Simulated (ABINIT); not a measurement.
## ZrS2 in ABINIT: the effect of Hubbard term

ZrS2:

```
Zr S
1.0
     3.69138    0.00000    0.00000
    -1.84569    3.19683    0.00000
     0.00000    0.00000    6.04108
Zr S
1 2
Direct
  0.00000 0.00000 0.00000
  0.33333 0.66667 0.23791
  0.66667 0.33333 0.76209
```

The cell is a database's computed one.

Alike in all runs:

- Program: ABINIT 10.8.3 (patched build)
- Task: projected density of states
- Functional: PBEsol
- Potentials or basis: JTH PAW PBE v2.0
- Cutoff: 544 eV
- k mesh: 8 × 8 × 5
- Occupations: fermi-dirac, width 0.05 eV
- Spin: no spin polarisation
- Double counting (usepawu): 1
- k mesh for the DOS: 11 × 11 × 7
- Fine-grid cutoff: 1088.46 eV

Task: One run gave: gap on the mesh 1.60 eV; pressure 2.1 GPa; largest force 0.33 eV/Å. Which Hubbard term did it use?
A. Zr d U = 2 eV
B. Zr d U = 4 eV
C. Zr d U = 0 eV
D. Zr d U = 6 eV
E. Zr d U = 8 eV

Result: E.

```csv
Hubbard term,gap on the mesh (eV),pressure (GPa),largest force (eV/Å)
Zr d U = 0 eV,0.98,-2.6,0.16
Zr d U = 2 eV,1.13,-1.4,0.04
Zr d U = 4 eV,1.29,-0.3,0.08
Zr d U = 6 eV,1.44,0.9,0.20
Zr d U = 8 eV,1.60,2.1,0.33
```

Caveats: the PAW data sets were made with another functional, which shifts forces and pressure a little; an odd mesh through Γ misses points on the zone boundary, where band edges often lie; this functional lacks dispersion, which binds the layers, so the pressure and a relaxed spacing across them are unreliable.
